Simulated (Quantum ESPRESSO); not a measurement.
# Ge (Fd-3m) in Quantum ESPRESSO: a series of runs, part 2 of 4

Quantum ESPRESSO 7.5.

## 3. Phonons, PBEsol

The input, pw.in:

```
&CONTROL
  calculation = 'scf'
  prefix = 'pwscf'
  outdir = './tmp'
  pseudo_dir = './pseudo'
  tprnfor = .true.
  tstress = .true.
  disk_io = 'low'
/
&SYSTEM
  ibrav = 0
  nat = 2
  ntyp = 1
  ecutwfc = 45
  ecutrho = 360
  nbnd = 21
  occupations = 'smearing'
  smearing = 'mp'
  degauss = 0.01999163
/
&ELECTRONS
  conv_thr = 4d-10
  electron_maxstep = 120
  mixing_beta = 0.5
/
ATOMIC_SPECIES
Ge    72.6300 ge_pbesol_v1.4.uspp.F.UPF
CELL_PARAMETERS angstrom
   0.0000000000    2.8289100000    2.8289100000
   2.8289100000    0.0000000000    2.8289100000
   2.8289100000    2.8289100000    0.0000000000
ATOMIC_POSITIONS crystal
Ge     0.7500000000    0.7500000000    0.7500000000
Ge     0.5000000000    0.5000000000    0.5000000000
K_POINTS automatic
8 8 8 0 0 0
```

The input, relax.in:

```
&CONTROL
  calculation = 'vc-relax'
  prefix = 'pwscf'
  outdir = './tmp'
  pseudo_dir = './pseudo'
  tprnfor = .true.
  tstress = .true.
  disk_io = 'low'
  nstep = 40
  forc_conv_thr = 0.0001
  etot_conv_thr = 1d-06
/
&SYSTEM
  ibrav = 0
  nat = 2
  ntyp = 1
  ecutwfc = 45
  ecutrho = 360
  nbnd = 21
  occupations = 'smearing'
  smearing = 'mp'
  degauss = 0.01999163
/
&ELECTRONS
  conv_thr = 4d-10
  electron_maxstep = 120
  mixing_beta = 0.5
/
&IONS
  ion_dynamics = 'bfgs'
/
&CELL
  cell_dynamics = 'bfgs'
  press = 0
  press_conv_thr = 0.2
/
ATOMIC_SPECIES
Ge    72.6300 ge_pbesol_v1.4.uspp.F.UPF
CELL_PARAMETERS angstrom
   0.0000000000    2.8289100000    2.8289100000
   2.8289100000    0.0000000000    2.8289100000
   2.8289100000    2.8289100000    0.0000000000
ATOMIC_POSITIONS crystal
Ge     0.7500000000    0.7500000000    0.7500000000
Ge     0.5000000000    0.5000000000    0.5000000000
K_POINTS automatic
8 8 8 0 0 0
```

The input, scf2.in:

```
&CONTROL
  calculation = 'scf'
  prefix = 'pwscf'
  outdir = './tmp'
  pseudo_dir = './pseudo'
  tprnfor = .true.
  tstress = .true.
  disk_io = 'low'
/
&SYSTEM
  ibrav = 0
  nat = 2
  ntyp = 1
  ecutwfc = 45
  ecutrho = 360
  nbnd = 21
  occupations = 'smearing'
  smearing = 'mp'
  degauss = 0.01999163
/
&ELECTRONS
  conv_thr = 1d-13
  electron_maxstep = 120
  mixing_beta = 0.5
  startingpot = 'file'
  startingwfc = 'file'
/
ATOMIC_SPECIES
Ge    72.6300 ge_pbesol_v1.4.uspp.F.UPF
CELL_PARAMETERS angstrom
   0.0000000000    2.8343194421    2.8343194421
   2.8343194421    0.0000000000    2.8343194421
   2.8343194421    2.8343194421    0.0000000000
ATOMIC_POSITIONS crystal
Ge     0.7500000000    0.7500000000    0.7500000000
Ge     0.5000000000    0.5000000000    0.5000000000
K_POINTS automatic
8 8 8 0 0 0
```

The input, ph.in:

```
phonons of Ge
&INPUTPH
  prefix = 'pwscf'
  outdir = './tmp'
  tr2_ph = 1d-16
  fildyn = 'dyn'
  niter_ph = 60
  alpha_mix(1) = 0.4
/
0.0000000000 0.0000000000 0.0000000000
```

The input, dynmat.in:

```
&INPUT
  fildyn = 'dyn'
  asr = 'crystal'
  filout = 'dynmat.disp'
  fileig = 'dynmat.eig'
/
```

Potentials or basis: GBRV 1.5 PBEsol.

Started as:

```bash
$ OMP_NUM_THREADS=1 pw.x -in pw.in > pw.out
$ OMP_NUM_THREADS=1 pw.x -in relax.in > relax.out
$ OMP_NUM_THREADS=1 pw.x -in scf2.in > scf2.out
$ OMP_NUM_THREADS=1 ph.x -in ph.in > ph.out
$ OMP_NUM_THREADS=1 dynmat.x -in dynmat.in > dynmat.out
```

pw.out:

```text
This program is part of the open-source Quantum ESPRESSO suite
     for quantum simulation of materials; please cite
[... 9 lines left out ...]
     --------------------
     sticks:   dense  smooth     PW     G-vecs:    dense   smooth      PW
     Sum        1417     703    211                35149    12387    2109

     Using Slab Decomposition

     bravais-lattice index     =            0
     lattice parameter (alat)  =       7.5602  a.u.
     unit-cell volume          =     305.5512 (a.u.)^3
     number of atoms/cell      =            2
     number of atomic types    =            1
     number of electrons       =        28.00
     number of Kohn-Sham states=           21
     kinetic-energy cutoff     =      45.0000  Ry
     charge density cutoff     =     360.0000  Ry
     scf convergence threshold =      4.0E-10
     mixing beta               =       0.5000
     number of iterations used =            8  plain     mixing
     Exchange-correlation= SLA  PW   PSX  PSC
                           (   1   4  10   8   0   0   0)

     celldm(1)=   7.560195  celldm(2)=   0.000000  celldm(3)=   0.000000
     celldm(4)=   0.000000  celldm(5)=   0.000000  celldm(6)=   0.000000

     crystal axes: (cart. coord. in units of alat)
               a(1) = (   0.000000   0.707107   0.707107 )
               a(2) = (   0.707107   0.000000   0.707107 )
               a(3) = (   0.707107   0.707107   0.000000 )
[... 129 lines left out ...]

   -16.4709 -16.4709 -16.4709 -16.4346 -16.4346 -16.2234 -16.2234 -16.2234
   -16.2100 -16.2100  -4.4596   8.3191   8.3349   8.3349   8.3349  10.8631
    10.8631  10.8631  14.5609  17.7681  17.7681
[... 111 lines left out ...]
   -16.5220 -16.5060 -16.4169 -16.3580 -16.3315 -16.3182 -16.3127 -16.2633
   -16.1683 -16.1539  -1.0337   0.0260   3.9645   5.6908   9.4118  12.3577
    15.4931  15.6872  16.4315  18.0771  21.8178

          k =-0.7071 0.0000 0.0000 (  1588 PWs)   bands (ev):

   -16.5050 -16.5050 -16.4193 -16.4193 -16.3198 -16.3198 -16.2623 -16.2623
   -16.1689 -16.1689  -0.5652  -0.5652   5.2483   5.2483   8.9980   8.9980
    17.8155  17.8155  19.8421  19.8421  21.0801

          k = 0.3536 0.1768 0.0000 (  1552 PWs)   bands (ev):
[... 31 lines left out ...]
   -16.5206 -16.5102 -16.4102 -16.3603 -16.3337 -16.3306 -16.2968 -16.2683
   -16.1653 -16.1562  -1.5901   0.6533   4.0104   5.5920  10.9464  12.8075
    13.2468  15.0614  16.4944  17.9573  21.5836

          k =-0.7071 0.1768-0.0000 (  1568 PWs)   bands (ev):

   -16.5127 -16.5127 -16.4002 -16.4002 -16.3215 -16.3215 -16.2787 -16.2787
   -16.1622 -16.1622  -0.5165  -0.5165   4.7700   4.7700  10.2021  10.2021
    15.8895  15.8895  19.3308  19.3308  21.1673

          k =-0.7071 0.3536 0.0000 (  1564 PWs)   bands (ev):

   -16.5188 -16.5188 -16.3767 -16.3767 -16.3276 -16.3276 -16.2954 -16.2954
   -16.1567 -16.1567  -0.4652  -0.4652   4.3988   4.3988  12.6182  12.6182
    12.9686  12.9686  19.3028  19.3028  21.2494

     the Fermi energy is     8.3156 ev

!    total energy              =    -426.38037194 Ry
     estimated scf accuracy    <          1.6E-10 Ry
     smearing contrib. (-TS)   =       0.00012354 Ry
     internal energy E=F+TS    =    -426.38049548 Ry

     The total energy is F=E-TS. E is the sum of the following terms:
     one-electron contribution =    -278.57512361 Ry
     hartree contribution      =     164.97594505 Ry
     xc contribution           =    -115.28055872 Ry
     ewald contribution        =    -197.50075820 Ry

     convergence has been achieved in   7 iterations

     Forces acting on atoms (cartesian axes, Ry/au):

     atom    1 type  1   force =     0.00000000    0.00000000   -0.00000000
     atom    2 type  1   force =    -0.00000000   -0.00000000   -0.00000000

     Total force =     0.000000     Total SCF correction =     0.000000

     Computing stress (Cartesian axis) and pressure

          total   stress  (Ry/bohr**3)                   (kbar)     P=        3.74
   0.00002541   0.00000000   0.00000000            3.74        0.00        0.00
   0.00000000   0.00002541   0.00000000            0.00        3.74        0.00
   0.00000000   0.00000000   0.00002541            0.00        0.00        3.74

=------------------------------------------------------------------------------=
   JOB DONE.
=------------------------------------------------------------------------------=
```

It took 5.9 min on 1 thread of Arm Neoverse V1, shared host; peak memory 0.17 GiB.

Results:

- Free energy: -5801.2011 eV
- Relaxed volume: 22.77 Å³/atom
- Relaxed cell: a = 4.008 Å, b = 4.008 Å, c = 4.008 Å, α = 60.00°, β = 60.00°, γ = 60.00°
- Space group after relaxing (to 0.05 Å): Fd-3m (No. 227)
- Pressure after relaxing: 0.0 GPa
- Band gap on the k mesh: none (metal or under the smearing width)
- Highest phonon frequency at Γ: 282 cm⁻¹
- Most unstable mode: 23i cm⁻¹

Step by step:
| step | energy change (eV) | largest force (eV/Å) | pressure (GPa) | volume (Å³) |
| --- | --- | --- | --- | --- |
| 1 | 0.0000 | 0.0000 | 0.37 | 45.28 |
| 2 | -0.0002 | 0.0000 | 0.26 | 45.36 |
| 3 | -0.0003 | 0.0000 | 0.11 | 45.46 |
| 4 | -0.0003 | 0.0000 | 0.01 | 45.53 |
| 5 | -0.0003 | 0.0000 | 0.00 | 45.54 |

Final structure:
```
Ge
1.0
     0.00000    2.83432    2.83432
     2.83432    0.00000    2.83432
     2.83432    2.83432    0.00000
Ge
2
Direct
  0.75000 0.75000 0.75000
  0.50000 0.50000 0.50000
```

Phonon frequencies in cm⁻¹ (negative: imaginary):
```csv
q point,frequencies
"(0.000, 0.000, 0.000)",-23 -23 -23 282 282 282
```

Optical modes at Γ, degenerate ones joined:
```
cm⁻¹  components  symmetry  active in
 282           3       T2g      Raman
```

Caveat: this crystal is a semiconductor, whose small gap the functional closes, so the metal is an error of the method.

## 4. Phonons, PBE

pw.in: that of step 3 with these lines changed.

```diff
@@ -13,8 +13,8 @@
   ntyp = 1
-  ecutwfc = 45
-  ecutrho = 360
+  ecutwfc = 36
+  ecutrho = 216
   nbnd = 21
   occupations = 'smearing'
-  smearing = 'mp'
-  degauss = 0.01999163
+  smearing = 'gaussian'
+  degauss = 0.01469973
 /
@@ -26,3 +26,3 @@
 ATOMIC_SPECIES
-Ge    72.6300 ge_pbesol_v1.4.uspp.F.UPF
+Ge    72.6300 Ge.GGA_PBE-JTH.UPF
 CELL_PARAMETERS angstrom
```

relax.in: that of step 3 with these lines changed.

```diff
@@ -16,8 +16,8 @@
   ntyp = 1
-  ecutwfc = 45
-  ecutrho = 360
+  ecutwfc = 36
+  ecutrho = 216
   nbnd = 21
   occupations = 'smearing'
-  smearing = 'mp'
-  degauss = 0.01999163
+  smearing = 'gaussian'
+  degauss = 0.01469973
 /
@@ -37,3 +37,3 @@
 ATOMIC_SPECIES
-Ge    72.6300 ge_pbesol_v1.4.uspp.F.UPF
+Ge    72.6300 Ge.GGA_PBE-JTH.UPF
 CELL_PARAMETERS angstrom
```

The input, scf2.in:

```
&CONTROL
  calculation = 'scf'
  prefix = 'pwscf'
  outdir = './tmp'
  pseudo_dir = './pseudo'
  tprnfor = .true.
  tstress = .true.
  disk_io = 'low'
/
&SYSTEM
  ibrav = 0
  nat = 2
  ntyp = 1
  ecutwfc = 36
  ecutrho = 216
  nbnd = 21
  occupations = 'smearing'
  smearing = 'gaussian'
  degauss = 0.01469973
/
&ELECTRONS
  conv_thr = 1d-13
  electron_maxstep = 120
  mixing_beta = 0.5
  startingpot = 'file'
  startingwfc = 'file'
/
ATOMIC_SPECIES
Ge    72.6300 Ge.GGA_PBE-JTH.UPF
CELL_PARAMETERS angstrom
   0.0000000000    2.8854563719    2.8854563719
   2.8854563719    0.0000000000    2.8854563719
   2.8854563719    2.8854563719    0.0000000000
ATOMIC_POSITIONS crystal
Ge     0.7500000000    0.7500000000    0.7500000000
Ge     0.5000000000    0.5000000000    0.5000000000
K_POINTS automatic
8 8 8 0 0 0
```

ph.in is that of step 3.

dynmat.in is that of step 3.

Potentials or basis: JTH 2.0 PBE.

Started as:

```bash
$ OMP_NUM_THREADS=1 pw.x -in pw.in > pw.out
$ OMP_NUM_THREADS=1 pw.x -in relax.in > relax.out
$ OMP_NUM_THREADS=1 pw.x -in scf2.in > scf2.out
$ OMP_NUM_THREADS=1 ph.x -in ph.in > ph.out
$ OMP_NUM_THREADS=1 dynmat.x -in dynmat.in > dynmat.out
```

pw.out:

```text
This program is part of the open-source Quantum ESPRESSO suite
     for quantum simulation of materials; please cite
         "P. Giannozzi et al., J. Phys.:Condens. Matter 21 395502 (2009);
         "P. Giannozzi et al., J. Phys.:Condens. Matter 29 465901 (2017);
         "P. Giannozzi et al., J. Chem. Phys. 152 154105 (2020);
     in publications or presentations arising from this work. More details at

     file Ge.GGA_PBE-JTH.UPF: wavefunction(s)  4S 0S 4P 0P 3D 0D renormalized
     Message from routine setup:
     using ibrav=0 with symmetry is DISCOURAGED, use correct ibrav instead

     G-vector sticks info
     --------------------
     sticks:   dense  smooth     PW     G-vecs:    dense   smooth      PW
     Sum         847     571    187                16361     8873    1591

     Using Slab Decomposition

     bravais-lattice index     =            0
     lattice parameter (alat)  =       7.5602  a.u.
[... 328 lines left out ...]
    18.1910  18.1910  21.6560  21.6560  23.4954

          k =-0.7071 0.3536 0.0000 (  1124 PWs)   bands (ev):

   -14.2672 -14.2672 -14.1248 -14.1248 -14.0754 -14.0754 -14.0433 -14.0433
   -13.9044 -13.9044   1.7795   1.7795   6.6679   6.6679  14.9017  14.9017
    15.3245  15.3245  21.6213  21.6214  23.5720

     the Fermi energy is    10.6101 ev

!    total energy              =    -631.07020013 Ry
     total all-electron energy =      -631.070200 Ry
     estimated scf accuracy    <          7.4E-11 Ry
     smearing contrib. (-TS)   =      -0.00013547 Ry
     internal energy E=F+TS    =    -631.07006466 Ry

     The total energy is F=E-TS. E is the sum of the following terms:
     one-electron contribution =    -289.33435251 Ry
     hartree contribution      =      88.93937883 Ry
     xc contribution           =     -35.50456441 Ry
     ewald contribution        =    -197.50075823 Ry
     one-center paw contrib.   =    -197.66976834 Ry

     convergence has been achieved in   9 iterations

     Forces acting on atoms (cartesian axes, Ry/au):

     atom    1 type  1   force =     0.00000000   -0.00000000   -0.00000000
     atom    2 type  1   force =     0.00000000   -0.00000000    0.00000000

     Total force =     0.000000     Total SCF correction =     0.000000

     Computing stress (Cartesian axis) and pressure

          total   stress  (Ry/bohr**3)                   (kbar)     P=       35.89
   0.00024395   0.00000000   0.00000000           35.89        0.00        0.00
   0.00000000   0.00024395   0.00000000            0.00       35.89        0.00
   0.00000000   0.00000000   0.00024395            0.00        0.00       35.89

=------------------------------------------------------------------------------=
   JOB DONE.
=------------------------------------------------------------------------------=
```

relax.out:

```text
This program is part of the open-source Quantum ESPRESSO suite
     for quantum simulation of materials; please cite
         "P. Giannozzi et al., J. Phys.:Condens. Matter 21 395502 (2009);
         "P. Giannozzi et al., J. Phys.:Condens. Matter 29 465901 (2017);
         "P. Giannozzi et al., J. Chem. Phys. 152 154105 (2020);
[... 695 lines left out ...]
   0.00000000  -0.00001567  -0.00000000            0.00       -2.31       -0.00
   0.00000000  -0.00000000  -0.00001567            0.00       -0.00       -2.31

=------------------------------------------------------------------------------=
   JOB DONE.
=------------------------------------------------------------------------------=
```

It took 8.1 min on 1 thread of Arm Neoverse V1, shared host; peak memory 0.12 GiB.

What came out:

* Free energy: -8586.1819 eV
* Band gap on the k mesh: none (metal or under the smearing width)
* Highest phonon frequency at Γ: 265 cm⁻¹

Phonon frequencies in cm⁻¹ (negative: imaginary):
| q point | frequencies |
| --- | --- |
| (0.000, 0.000, 0.000) | -15 -15 -15 265 265 265 |

Optical modes at Γ, degenerate ones joined:
| cm⁻¹ | components | symmetry | active in |
| --- | --- | --- | --- |
| 265 | 3 | T2g | Raman |

Caveat: the cutoff is too short for stress, so the log's stress isn't used; the cutoff is low for these files, which shifts pressure and relaxed volume; the cutoff lies well under what these potentials need, so the values aren't converged; this crystal is a semiconductor, whose small gap the functional closes, so the metal is an error of the method.

(Part 2 of 4 ends here.)
